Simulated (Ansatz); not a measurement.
CdTe under changes of volume

One of the cells (32.922 Å³/atom); the others are scaled copies at fixed shape and fractional positions:

```
Te Cd
1.0
     0.00000    3.20500    3.20500
     3.20500    0.00000    3.20500
     3.20500    3.20500    0.00000
Te Cd
1 1
Direct
  0.75000 0.75000 0.75000
  0.00000 0.00000 0.00000
```

```yaml
Program: Ansatz 0.2.0
Functional: PBEsol
Dispersion: D4
Potentials_or_basis: all-electron LAPW, scalar-relativistic
Cutoff: 280 eV (chosen from the basis error)
Basis_error_allowed: 0.0005 eV/atom
k_mesh: 7 × 7 × 7
Occupations: methfessel-paxton, width 0.01 eV
Spin: collinear spin, ferromagnetic start
Starting_moments: "[1.0, 0.0] μB"
Fixed_moment: 1 μB
```

```tsv
volume (Å³/atom)	energy over the lowest point (meV/atom)	pressure (GPa)
30.947	?	?
31.605	69.50	5.4
32.263	48.70	4.8
32.922	30.97	3.8
33.580	17.22	2.9
34.239	7.02	2.1
34.897	0.00	1.3
```

Problem. What does the run at 30.947 Å³/atom give?

Solution. Energy over the lowest point 94.43 meV/atom; pressure 6.7 GPa.

Worked out: A Birch-Murnaghan fit of order 3 (a polynomial in V^(-2/3)) to the other rows has its minimum at 35.92 Å³/atom, just outside them, with B0 = V·E''(V) = 43 GPa (rough, since the energies scatter). It gives 94.08 meV/atom at 30.947 Å³/atom, against the run's 94.43, and -dE/dV = 6.4 GPa, against 6.7.

Energies are extrapolated to zero smearing.

Caveats: the total moment is fixed, so each spin has its own Fermi level.
